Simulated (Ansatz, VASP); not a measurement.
# PtS2: VASP beside Ansatz, part 2 of 2

Aim: how closely do two programs agree when they are given the same cell, functional and k mesh? Of the first pair: The structure shown is the start of the Ansatz relaxation below; VASP solves that cell, so the two are compared at the walk's first step.

VASP 6.6.1 and Ansatz 0.2.0.

So far: The structure; Ansatz: relaxation, PBEsol; VASP: single point, PBEsol, start cell, pair 1.

## Step 4: Side by side

Known differences besides the potentials themselves: Ansatz cuts the interaction across the vacuum, VASP repeats the sheet with a dipole correction; the data sets hold 30 valence electrons in Ansatz (on its default PAW (the set named soft_2) files) and 22 in VASP; the cutoff is 420 eV in Ansatz and 400 eV in VASP; Ansatz makes its cores anew for this functional, VASP keeps those of its PBE data sets. Total energies have different zeros and are not compared.

Forces (eV/Å; atoms numbered as in POSCAR):

```csv
atom,"Ansatz x, y, z","VASP x, y, z"
Pt1,"0.000, 0.000, 0.000","0.000, 0.000, 0.000"
S2,"0.000, 0.000, -2.531","0.000, 0.000, -2.550"
S3,"0.000, 0.000, 2.531","0.000, 0.000, 2.550"
```

The forces differ by 8.5 meV/Å r.m.s., which is 0.7 % of the r.m.s. force of 1.202 eV/Å (both taken over all components). With vacuum in the cell, a pressure given here is an average over mostly empty space and none of the material.

## Step 5: Ansatz: relaxation, PBEsol

This run makes the geometry at which the two programs are then compared.

The structure compared here is the end of the Ansatz relaxation.

input.yaml

```yaml
crystal:
  lattice:
    - [3.5, 0.0, 0.0]
    - [-1.75, 3.0310889132, 0.0]
    - [0.0, 0.0, 18.9439202888]
  atoms:
    - { symbol: Pt, position: [0.0, 0.0, 0.5] }
    - { symbol: S, position: [0.3333333333, 0.6666666667, 0.5777009258] }
    - { symbol: S, position: [0.6666666667, 0.3333333333, 0.4222990742] }
  periodic: [true, true, false]
kpoints:
  mp_grid: { grid: [9, 9, 1] }
hamiltonian:
  xc: pbesol
scf:
  occupations: { method: fermi_dirac, width: 0.02 }
relax:
  f_tol: 0.01
  max_steps: 80
  cell: {}
```

Started as:

```bash
$ ansatz run input.yaml --threads 4 --pin off --max-ram 14745MiB --backend cpu --events-out ev --progress --plain --runs-dir out
```

Numbers of over 12 decimals in the logs are rounded to 6 here.

The program printed:

```text
[...]
Crystal: 3 atoms, lattice volume = 314.953 Å³
Basis set: ecut = 420 eV, 6129 PW (Γ), exchange–correlation on 48×48×400 points (8 copies of the dense FFT grid, shifted against one another)
Bands: 19, of which v1, the nominal top of the filled ones, is band 15 counted from 1 (14 counted from 0)
Symmetry: 12 space group operations
[...]
0.000000       0.000000      -0.000000
  P = ½ c Tr σ = -0.0173 N/m
--- Relaxed structure (4 steps of the walk, 4 accepted, 1 SCFs on fresh bases) ---
[...]
cell:  # Å, volume = 321.4592 Å³
    - [3.535968, 0.0, 0]
    - [-1.767984, 3.062238, 0]
    - [0, 0, 29.687841]
  atoms:
    - { symbol: Pt, position: [0, 0, 0.319052] }
    - { symbol: S, position: [0.333333, 0.666667, 0.360043] }
    - { symbol: S, position: [0.666667, 0.333333, 0.278061] }
[key lines of the parts left out:]
SCF converged after 6 iterations
Free energy (F): -14154.818301 eV
Fermi energy:    -5.475496 eV
```

## Step 6: VASP: single point, PBEsol, relaxed cell, pair 2

The same cell, functional, mesh and smearing now go to VASP, with its own data sets.

INCAR

```
SYSTEM = PtS2
PREC = Accurate
ENCUT = 400
EDIFF = 1E-06
NELM = 120
ISMEAR = -1
SIGMA = 0.02
LREAL = .FALSE.
ALGO = Normal
GGA = PS
NBANDS = 17
LASPH = .TRUE.
LORBIT = 11
LWAVE = .FALSE.
LCHARG = .FALSE.
ISIF = 2
LDIPOL = .TRUE.
IDIPOL = 3
DIPOL = 0.5 0.5 0.319
LVHAR = .TRUE.
GGA_COMPAT = .FALSE.
EFERMI = MIDGAP
NELMDL = -8
```

POSCAR

```
PtS2
1.0
    3.5359680069      0.0000000000      0.0000000000
   -1.7679840035      3.0622381210      0.0000000000
    0.0000000000      0.0000000000     29.6878405789
Pt S
1 2
Direct
    0.0000000000      0.0000000000      0.3190518394
    0.3333333333      0.6666666667      0.3600431717
    0.6666666667      0.3333333333      0.2780605071
```

KPOINTS

```
Automatic mesh
0
Gamma
9 9 1
0 0 0
```

The projector-augmented-wave data sets are Pt and S (PBE family, release 64).

Started as:

```bash
$ mpirun -np 1 vasp_std
```

The program printed:

```text
[banner, memory and clock lines left out]
running    1 mpi-ranks, on    1 nodes
[...]
[... a notice as in an earlier step ...]

 LDA part: xc-table for (Slater+PW92), standard interpolation
 POSCAR, INCAR and KPOINTS ok, starting setup
[...]
entering main loop
       N       E                     dE             d eps       ncg     rms          rms(c)
DAV:   1     0.161463860199E+03    0.16146E+03   -0.62913E+03   408   0.748E+02
DAV:   2    -0.710893983785E+00   -0.16217E+03   -0.15100E+03   681   0.161E+02
DAV:   3    -0.180406248535E+02   -0.17330E+02   -0.17248E+02   536   0.676E+01
DAV:   4    -0.183156200855E+02   -0.27500E+00   -0.27457E+00   572   0.102E+01
[...]
DAV:  27    -0.169386376913E+02   -0.11011E-05   -0.95847E-08   460   0.186E-03    0.144E-03
DAV:  28    -0.169386391419E+02   -0.14506E-05   -0.70437E-08   414   0.107E-03    0.180E-03
DAV:  29    -0.169386397706E+02   -0.62862E-06   -0.24175E-08   432   0.805E-04
   1 F= -.16938640E+02 E0= -.16938640E+02  d E =-.190906E-20
```

Parts of OUTCAR (step 6):

```text
  Total       -0.1314620     -0.1314620     -0.0837786      0.0000000      0.0000000      0.0000000
  in kB       -0.6552166     -0.6552166     -0.4175591      0.0000000      0.0000000      0.0000000
  external PRESSURE =      -0.5759974 kB  Pullay stress =       0.0000000 kB

 POSITION                                       TOTAL-FORCE (eV/Angst)
 -----------------------------------------------------------------------------------
      0.00000      0.00000      9.47196        -0.000000     -0.000000      0.000000
     -0.00000      2.04149     10.68890        -0.000000      0.000000     -0.025068
      1.76798      1.02075      8.25502         0.000000     -0.000000      0.025068
 -----------------------------------------------------------------------------------
    total drift:                                0.000000      0.000000      0.000008

  FREE ENERGIE OF THE ION-ELECTRON SYSTEM (eV)
  ---------------------------------------------------
  free  energy   TOTEN  =       -16.9386397706 eV

  energy  without entropy=      -16.9386397706  energy(sigma->0) =      -16.93863977

[... 1 part as in an earlier step ...]

[... 2 further parts left out ...]
[key lines of the parts left out:]
E-fermi :  -3.3822
```

## Step 7: Comparison

What differs besides the data sets and the points named for the pairs above, as far as they apply: the data sets hold 30 valence electrons in Ansatz (on its default PAW (the set named soft_2) files) and 22 in VASP. Total energies have different zeros and are not compared.

The two programs side by side:

```csv
quantity,Ansatz,VASP,difference
gap on the k mesh (eV),1.823,1.828,-0.005
```

At this near-relaxed geometry the largest component of a force difference is 22 meV/Å. A gap on the mesh is an upper bound, since the band edges may lie between its points; neither run holds spin-orbit coupling, which can move the band edges of a compound of Pt. With vacuum in the cell, a pressure given here is an average over mostly empty space and none of the material.

## Step 8: What came out

* r.m.s. force difference (single point, PBEsol, start cell, pair 1): 0.71 % of the r.m.s. force
* difference in gap on the k mesh (single point, PBEsol, relaxed cell, pair 2): -0.0051 eV
* r.m.s. force difference (single point, PBEsol, relaxed cell, pair 2): 10 meV/Å

In words: The r.m.s. force difference is 10 meV/Å (single point, PBEsol, relaxed cell, pair 2), within the 12 meV/Å picked in this series as the mark of a large difference. The data sets hold unlike numbers of valence electrons (30 in Ansatz and 22 in VASP), so part of the differences comes from the potentials. Such differences can come from data sets, numerical settings and the points named under the comparisons, not from the functional's error against experiment.

[Lines on the potential files, build, host, timing and source positions are cut from VASP's logs without a mark.]

[Logs are printed without paths, hosts, clocks, repeated set-up lines and the standing remarks that a program may print on its own settings, such as how far it seeks lower states.]

[Hosts, paths, dates, database ids (printed as entryN), source tags and the programs' standing remarks are cut or masked in the printed files.]
